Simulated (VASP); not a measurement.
A run of VASP 6.6.1:

POSCAR

```
Ge
1.0
   -1.6774499835      1.6774499835      1.6774499835
    1.6774499835     -1.6774499835      1.6774499835
    1.6774499835      1.6774499835     -1.6774499835
Ge
1
Direct
    0.0000000000      0.0000000000      0.0000000000
```

The input INCAR.step1:

```
SYSTEM = Ge
PREC = Accurate
ENCUT = 520
ISMEAR = 0
SIGMA = 0.1
LREAL = .FALSE.
LASPH = .TRUE.
NELM = 100
NBANDS = 13
GGA = PE
ALGO = Normal
EDIFF = 1E-4
LWAVE = .TRUE.
LCHARG = .FALSE.
```

File INCAR.step2:

```
SYSTEM = Ge
PREC = Accurate
ENCUT = 520
EDIFF = 1E-7
ISMEAR = 0
SIGMA = 0.1
LREAL = .FALSE.
LASPH = .TRUE.
NELM = 100
ALGO = Normal
ISIF = 2
LWAVE = .FALSE.
LCHARG = .TRUE.
METAGGA = R2SCAN
LMIXTAU = .TRUE.
LELF = .TRUE.
LVHAR = .TRUE.
NBANDS = 13
ISTART = 1
```

KPOINTS

```
Automatic mesh
0
G
  6 6 6
  0 0 0
```

Potentials or basis: VASP PAW PBE potentials, release 64 (Ge_d).

Command:

```console
$ cat potpaw_PBE.64/Ge_d/POTCAR > POTCAR
$ cp INCAR.step1 INCAR
$ mpirun -np 1 vasp_std > vasp.out
$ cp INCAR.step2 INCAR
$ mpirun -np 1 vasp_std > vasp.out
```

Hardware: 1 thread of Intel(R) Xeon(R) Platinum 8375C CPU @ 2.90GHz (Ice Lake), with other jobs on the host.

Q: Estimate the wall time of this run.

A: Wall time 18 s on 1 thread of Intel(R) Xeon(R) Platinum 8375C CPU @ 2.90GHz (Ice Lake) (shared host), peak memory 0.14 GiB. Counts: scf iterations 9, k points 16.
